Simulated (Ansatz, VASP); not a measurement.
**SrCl2: VASP beside Ansatz**

```xyz
3
Lattice="0.0000 3.5568 3.5568 3.5568 0.0000 3.5568 3.5568 3.5568 0.0000" Properties=species:S:1:pos:R:3 pbc="T T T"
Sr    0.0000    0.0000    0.0000
Cl    5.3351    5.3351    5.3351
Cl    1.7784    1.7784    1.7784
```

Change from the starting cell: volume scaled by 1.06.

Alike in both runs: task single point; functional PBEsol; k mesh 7 × 7 × 7; occupations fermi-dirac, width 0.05 eV; no spin polarisation.

```csv
,VASP,Ansatz
version,VASP 6.6.1,Ansatz 0.2.0
potentials or method,"VASP PAW PBE potentials, release 64 (Sr_sv, Cl)",Ansatz PAW
plane-wave cutoff (eV),520,420
valence electrons in the cell,24,24
```

```tsv
	VASP	Ansatz	Ansatz less VASP
gap on the k mesh at the Fermi level (eV)	4.96	4.96	+0.008
least direct gap on the mesh (eV)	5.24	5.25	+0.005
pressure (GPa)	-2.7	-2.7	-0.08
```

Caveats: the PAW data sets were made with another functional, which shifts forces and pressure a little (VASP); an odd mesh through Γ misses points on the zone boundary, where band edges often lie (VASP); odd divisions of the mesh miss points on the zone boundary, where band edges often lie, so the gap on the mesh can be too wide (Ansatz); the PAW data sets come from PBE, with cores solved anew for the run's functional, which leaves a small shift of forces and pressure (Ansatz).
